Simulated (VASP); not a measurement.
# Sc (I4/mmm) in VASP: further runs, part 2 of 2

VASP 6.6.1.

## Step 3: Single point, PBE

INCAR

```
ALGO = Fast
EDIFF = 1E-6
ENCUT = 520
GGA = PE
ISIF = 2
ISMEAR = 0
LASPH = T
LCHARG = T
LELF = T
LREAL = F
LVHAR = T
LWAVE = F
NBANDS = 12
NELM = 100
PREC = Accurate
SIGMA = 0.15
```

KPOINTS

```
k-points
0
Gamma
  18 18 18
```

POSCAR

```
Sc
1.0
   -1.9172054859      1.9172054859      1.7176030000
    1.9172054859     -1.9172054859      1.7176030000
    1.9172054859      1.9172054859     -1.7176030000
Sc
1
Direct
    0.0000000000      0.0000000000      0.0000000000
```

Potentials or basis: VASP PAW PBE potentials, release 64 (Sc_sv).

Command:

```console
$ cat potpaw_PBE.64/Sc_sv/POTCAR > POTCAR
$ mpirun -np 1 vasp_std > vasp.out
```

OUTCAR:

```text
EDIFF = 1E-6
   ENCUT = 520
   GGA = PE
   ISIF = 2
   ISMEAR = 0
   LASPH = T
   LREAL = F
   NELM = 100
   PREC = Accurate

 ion  position               nearest neighbor table
   1  0.000  0.000  0.000-

  LATTYP: Found a body centered tetragonal cell.
 ALAT       =     3.8344109718
 C/A-ratio  =     0.8958888406

  Lattice vectors:

 A1 = (  -1.9172054859,   1.9172054859,   1.7176030000)
 A2 = (   1.9172054859,  -1.9172054859,   1.7176030000)
 A3 = (   1.9172054859,   1.9172054859,  -1.7176030000)

Analysis of symmetry for initial positions (statically):
=====================================================================
 Subroutine PRICEL returns:
 Original cell was already a primitive cell.

 Routine SETGRP: Setting up the symmetry group for a
 body centered tetragonal supercell.

 Subroutine GETGRP returns: Found 16 space group operations
 (whereof 16 operations were pure point group operations)
 out of a pool of 16 trial point group operations.

The static configuration has the point symmetry D_4h.

Analysis of symmetry for dynamics (positions and initial velocities):
=====================================================================
 Subroutine PRICEL returns:
 Original cell was already a primitive cell.

 Routine SETGRP: Setting up the symmetry group for a
 body centered tetragonal supercell.

 Subroutine GETGRP returns: Found 16 space group operations
 (whereof 16 operations were pure point group operations)
 out of a pool of 16 trial point group operations.

The dynamic configuration has the point symmetry D_4h.

 Subroutine INISYM returns: Found 16 space group operations
 (whereof 16 operations are pure point group operations),
 and found     1 'primitive' translations

----------------------------------------------------------------------------------------

                                     Primitive cell

  volume of cell :      25.2534

  direct lattice vectors                    reciprocal lattice vectors
    -1.917205486  1.917205486  1.717603000     0.000000000  0.260796249  0.291103357
     1.917205486 -1.917205486  1.717603000     0.260796249  0.000000000  0.291103357
     1.917205486  1.917205486 -1.717603000     0.260796249  0.260796249  0.000000000

  length of vectors
     3.209597142  3.209597142  3.209597142     0.390839927  0.390839927  0.368821593

  position of ions in fractional coordinates (direct lattice)
     0.000000000  0.000000000  0.000000000

  ion indices of the primitive-cell ions
   primitive index   ion index
                 1           1

----------------------------------------------------------------------------------------

 KPOINTS: k-points

Automatic generation of k-mesh.
 Grid dimensions read from file:
 generate k-points for:   18   18   18

 Generating k-lattice:

  Cartesian coordinates                     Fractional coordinates (reciprocal lattice)
     0.000000000  0.014488681  0.016172409     0.055555556 -0.000000000  0.000000000
     0.014488681  0.000000000  0.016172409    -0.000000000  0.055555556  0.000000000
     0.014488681  0.014488681  0.000000000     0.000000000  0.000000000  0.055555556

  Length of vectors
     0.021713329  0.021713329  0.020490088

  Shift w.r.t. Gamma in fractional coordinates (k-lattice)
     0.000000000  0.000000000  0.000000000

 Subroutine IBZKPT returns following result:
 ===========================================

 Found    480 irreducible k-points:

 Following reciprocal coordinates:
            Coordinates               Weight
  0.000000  0.000000  0.000000      1.000000
  0.055556  0.000000 -0.000000      8.000000
  0.111111  0.000000 -0.000000      8.000000
  0.166667  0.000000  0.000000      8.000000
  0.222222 -0.000000  0.000000      8.000000
  0.277778  0.000000  0.000000      8.000000
[... 16 lines left out ...]
 -0.277778  0.055556 -0.000000     16.000000
 -0.222222  0.055556  0.000000     16.000000
 [... further k-points ...]
   k-points           NKPTS =    480   k-points in BZ     NKDIM =    480   number of bands    NBANDS=     12
   number of dos      NEDOS =    301   number of ions     NIONS =      1
   total plane-waves  NPLWV =  13824
   dimension x,y,z NGX =    24 NGY =   24 NGZ =   24
   dimension x,y,z NGXF=    48 NGYF=   48 NGZF=   48
   ions per type =               1
   NGX,Y,Z   is equivalent  to a cutoff of  12.43, 12.43, 12.43 a.u.
   NGXF,Y,Z  is equivalent  to a cutoff of  24.86, 24.86, 24.86 a.u.
 SYSTEM =  unknown system
   PREC   = accura    normal or accurate (medium, high low for compatibility)
   ISTART =      0    job   : 0-new  1-cont  2-samecut
   ICHARG =      2    charge: 1-file 2-atom 10-const
   ISPIN  =      1    spin polarized calculation?
   LNONCOLLINEAR =      F non collinear calculations
   LSORBIT =      F    spin-orbit coupling
   LASPH  =      T    aspherical Exc in radial PAW
   ENCUT  =  520.0 eV  38.22 Ry    6.18 a.u.   5.97  5.97  5.97*2*pi/ulx,y,z
   NELM   =    100;   NELMIN=  2; NELMDL= -5     # of ELM steps
   EDIFF  = 0.1E-05   stopping-criterion for ELM
   LREAL  =      F    real-space projection
   EDIFFG = 0.1E-04   stopping-criterion for IOM
   NSW    =      0    number of steps for IOM
   IBRION =     -1    ionic relax: 0-MD 1-quasi-New 2-CG
   NFREE  =      0    steps in history (QN), initial steepest desc. (CG)
   ISIF   =      2    stress and relaxation
   ISYM   =      2    0-nonsym 1-usesym 2-fastsym
   POTIM  = 0.5000    time-step for ionic-motion
   TEBEG  =    0.0;   TEEND  =   0.0 temperature during run
   PSTRESS=    0.0 pullay stress
   NELECT =      11.0000    total number of electrons
   NUPDOWN=      -1.0000    fix difference up-down
   EMIN   =  10.00;   EMAX   =-10.00  energy-range for DOS
   EFERMI =   0.00;   METHOD = LEGACY
   ISMEAR =     0;   SIGMA  =   0.15  broadening in eV -4-tet -1-fermi 0-gaus
   EFERMI_NEDOS =   21; number of points for ismear=-14 and -15
   IALGO  =     68    algorithm
   IMIX   =      4    mixing-type and parameters
     AMIX     =   0.40;   BMIX     =  1.00
     AMIX_MAG =   1.60;   BMIX_MAG =  1.00
  volume/ion in A,a.u.               =      25.25       170.42
  Fermi-wavevector in a.u.,A,eV,Ry     =   1.240983  2.345117 20.953486  1.540038
  Thomas-Fermi vector in A             =   2.375400
   LORBIT       =      0    0 simple, 1 ext, 2 COOP (PROOUT), +10 PAW based schemes
   GGA     = PE    functional components
   LHFCALC =     F    Hartree Fock is set to
   AEXX    =    0.0000 exact exchange contribution
   IVDW    =     0    specifies the selected vdW correction
   LEPSILON=     F    determine dielectric tensor
   LRPA    =     F    only Hartree local field effects (RPA)
 non-spin polarized calculation
 RMM-DIIS sequential band-by-band and
 Gauss-broadening in eV      SIGMA  =   0.15
  energy-cutoff  :      520.00
  volume of cell :       25.25
 maximum number of plane-waves:       700
   NGX = 11   NGY = 11   NGZ = 11

 number of electron      11.0000004 magnetization

 Free energy of the ion-electron system (eV)
  ---------------------------------------------------
  ext. energy  EPLUGINS =         0.00000000
  ---------------------------------------------------
  free energy    TOTEN  =        -6.15422242 eV

  energy without entropy =       -6.12496837  energy(sigma->0) =       -6.13959540

 E-fermi :   3.6447     XC(G=0):  -9.7836

 val. band max:        3.6444677216   @ k =   0.3333   0.2222   0.1667
 cond. band min:       3.6472159769   @ k =   0.2222   0.1667   0.1667
 fundamental gap:      0.0027482553
 Fermi energy:         3.6446527091

 k-point     1 :       0.0000    0.0000    0.0000
  band No.  band energies     occupation
      1     -45.9871      2.00000
      2     -24.4181      2.00000
      3     -24.4181      2.00000
      4     -24.3901      2.00000
      5      -1.5376      2.00000
      6       4.6636      0.00000
      7       5.3526      0.00000
      8       5.3526      0.00000
      9       5.9900      0.00000
     10       6.7636      0.00000
     11      17.0436      0.00000
     12      17.0436      0.00000
[... 331 lines left out ...]
 k-point    24 :      -0.2222    0.0556    0.0000
  band No.  band energies     occupation
      1     -45.9670      2.00000
      2     -24.5314      2.00000
      3     -24.4561      2.00000
      4     -24.4119      2.00000
      5      -0.5271      2.00000
      6       4.4620      0.00000
      7       4.8899      0.00000
      8       5.7999      0.00000
      9       6.1035      0.00000
     10       6.5811      0.00000
     11      16.0105      0.00000
     12      16.2492      0.00000

 [... further k-points ...]

------------------------ aborting loop because EDIFF is reached ----------------------------------------

  FORCE on cell =-STRESS in cart. coord.  units (eV):
  Direction    XX          YY          ZZ          XY          YZ          ZX
  --------------------------------------------------------------------------------------
  -------------------------------------------------------------------------------------
  Total       -0.1822958     -0.1822958     -0.0025947      0.0000000      0.0000000     -0.0000000
  in kB      -11.5655734    -11.5655734     -0.1646209      0.0000000      0.0000000     -0.0000000
  external PRESSURE =      -7.7652559 kB  Pullay stress =       0.0000000 kB

 VOLUME and BASIS-vectors are now :
 -----------------------------------------------------------------------------
  energy-cutoff  :      520.00
  volume of cell :       25.25
      direct lattice vectors                 reciprocal lattice vectors
    -1.917205486  1.917205486  1.717603000     0.000000000  0.260796249  0.291103357
     1.917205486 -1.917205486  1.717603000     0.260796249  0.000000000  0.291103357
     1.917205486  1.917205486 -1.717603000     0.260796249  0.260796249  0.000000000

 POSITION                                       TOTAL-FORCE (eV/Angst)
 -----------------------------------------------------------------------------------
      0.00000      0.00000      0.00000        -0.000000     -0.000000      0.000000
 -----------------------------------------------------------------------------------
    total drift:                                0.000000      0.000000      0.000000

  FREE ENERGIE OF THE ION-ELECTRON SYSTEM (eV)
  ---------------------------------------------------
  free  energy   TOTEN  =        -6.1542224242 eV

  energy  without entropy=       -6.1249683673  energy(sigma->0) =       -6.13959540
```

stdout:

```text
POSCAR found type information on POSCAR Sc
 POSCAR found :  1 types and       1 ions
 scaLAPACK will be used
 LDA part: xc-table for (Slater+PW92), standard interpolation
 POSCAR, INCAR and KPOINTS ok, starting setup
 FFT: planning ... GRIDC
 FFT: planning ... GRID_SOFT
 FFT: planning ... GRID
 WAVECAR not read
 entering main loop
```

Wall time 39 s (1 thread of Intel Xeon 6975P-C (Granite Rapids), shared host); peak memory 0.24 GiB.

Results:

| Item | Value |
| --- | --- |
| Free energy | -6.1542 eV |
| Pressure | -0.8 GPa |
| Band gap on the k mesh | none (metal or under the smearing width) |

Levels at points of the mesh, in eV from the Fermi level:
```csv
k point,band 1,band 2,band 3,band 4,band 5,band 6,band 7,band 8,band 9,band 10
"(0.00, 0.00, 0.00)",-49.63,-28.06,-28.06,-28.03,-5.18,1.02,1.71,1.71,2.35,3.12
"(0.50, 0.00, 0.00)",-49.57,-28.41,-28.18,-28.07,-1.69,0.07,0.63,2.74,3.45,4.02
"(0.50, 0.50, 0.00)",-49.58,-28.42,-28.13,-28.05,-1.83,0.06,0.86,2.25,2.88,3.98
"(0.50, 0.50, 0.50)",-49.54,-28.34,-28.34,-28.23,-1.27,-1.05,3.73,3.73,3.87,5.23
```
